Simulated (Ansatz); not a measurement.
# A series in volume per atom on Bi

All results are calculated (Ansatz 0.2.0). Periodic Kohn-Sham DFT of a crystal at fixed atoms; pressure and stress are positive in compression; the energy is the free energy less that of spherical unpolarised free atoms; site moments are those in the method's own spheres, positive along +z.

Cell of the first row (space group Fm-3m, No. 225):
```
Bi
1.0
      0.0000     2.4720     2.4720
      2.4720     0.0000     2.4720
      2.4720     2.4720     0.0000
Bi
1
Direct
  0.00000 0.00000 0.00000
```

Settings of every row: method all-electron LAPW; functional PBE; relativity scalar; k mesh 16x16x16; filling fermi-dirac; smearing width 0.05 eV; basis error target 0.5 meV/atom; nucleus gaussian.

Atom start moment: 0 on all atoms.

Limits: no spin-orbit coupling on heavy atoms; the cell comes from a prototype or a list of computed structures and needn't be the stable phase.

```csv
row,volume per atom (Å³),energy less free atoms (eV/atom),pressure (GPa)
1,30.212,-3.6758,2.961
2,31.008,?,?
3,31.803,-3.6898,0.009
4,32.598,-3.6868,-1.195
5,33.393,-3.6782,-2.247
```

Question: what energy less free atoms and pressure should row 2 give?

Worked fit of energy less free atoms. Take u = (V_r/V)^(2/3) − 1 with V_r = 32.2 Å³ an atom, which is twice the finite (Eulerian) strain; such expansions in the strain, on which the Birch-Murnaghan equation of state is built, carry the rest volume and the bulk modulus. The shown rows have u = 0.0434, 0.0083, -0.00816, -0.02396. Least squares give energy less free atoms = −3.68905 − 0.1832 × u + 11.257 × u² eV/atom; a straight line predicts inner rows, each left out in turn, worse (root mean square 0.0078 against 1.2e-05 eV/atom). All shown rows lie on it to the printed digit. Its lowest point lies at u = 0.0081, or V = 31.81 Å³ an atom, and the curvature there gives the bulk modulus at fixed shape and fractions, B = (4/9)(1 + u)² E″(u)/V = 51.2 GPa. The withheld row has u = 0.02547, so the fit gives −3.68905 − 0.1832 × (0.02547) + 11.257 × (0.02547)² = -3.6864 eV/atom.

The calculation gave -3.6864 eV/atom. The fit meets it to the printed digit.

Worked fit of pressure. Take u = (V_r/V)^(2/3) − 1 with V_r = 32.2 Å³ an atom, which is twice the finite (Eulerian) strain; such expansions in the strain, on which the Birch-Murnaghan equation of state is built, carry the rest volume and the bulk modulus. The shown rows have u = 0.0434, 0.0083, -0.00816, -0.02396. Least squares give pressure = −0.6125 + 73.229 × u + 209.84 × u² GPa; a straight line predicts inner rows, each left out in turn, worse (root mean square 0.15 against 0.0022 GPa). The rows lie off it by 0.000, -0.001, 0.001, 0.000. The pressure vanishes at u = 0.0082, or V = 31.81 Å³ an atom, and there the bulk modulus at fixed shape and fractions is B = −V dP/dV = (2/3)(1 + u) dP/du = 51.5 GPa. The withheld row has u = 0.02547, so the fit gives −0.6125 + 73.229 × (0.02547) + 209.84 × (0.02547)² = 1.389 GPa.

The calculation gave 1.383 GPa. The fit lies 0.006 GPa (0.12 % of the column's range) above it; its largest miss of a shown row is 0.001 GPa.
